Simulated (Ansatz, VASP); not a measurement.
**ZrB2 in VASP and in Ansatz**

```
CELL_PARAMETERS angstrom
3.17000 0.00000 0.00000
-1.58500 2.74530 0.00000
0.00000 0.00000 3.53300
ATOMIC_POSITIONS crystal
Zr 0.00055 0.02110 0.99126
B 0.65467 0.33004 0.49578
B 0.34214 0.66506 0.51411
```

Change from the starting cell: atoms moved at random, drawn with an rms of 0.05 Å.

Alike in both runs: task single point; functional PBEsol; k mesh 10 × 10 × 8; occupations fermi-dirac, width 0.05 eV; no spin polarisation.

|  | VASP | Ansatz |
| --- | --- | --- |
| version | VASP 6.6.1 | Ansatz 0.2.0 |
| potentials or method | VASP PAW PBE potentials, release 64 (Zr_sv, B) | Ansatz PAW |
| plane-wave cutoff (eV) | 520 | 420 |
| valence electrons in the cell | 18 | 18 |

Ansatz gave:

* gap on the k mesh at the Fermi level (eV): none
* pressure (GPa): -3.1
* largest component of the traceless stress (GPa): 0.71
* rms of the force components (eV/Å): 0.603

Problem. Which values does VASP return?

Solution. gap on the k mesh at the Fermi level (eV): none; pressure (GPa): -2.7; largest component of the traceless stress (GPa): 0.71; rms of the force components (eV/Å): 0.606.

Atom by atom the forces differ by 0.004 eV/Å (rms over components). A gap of «none» marks a metal or a gap that the smearing closes. With one functional, cell and mesh, what is left measures potentials, basis and numerics.

Caveats: the PAW data sets were made with another functional, which shifts forces and pressure a little (VASP); the PAW data sets come from PBE, with cores solved anew for the run's functional, which leaves a small shift of forces and pressure (Ansatz).
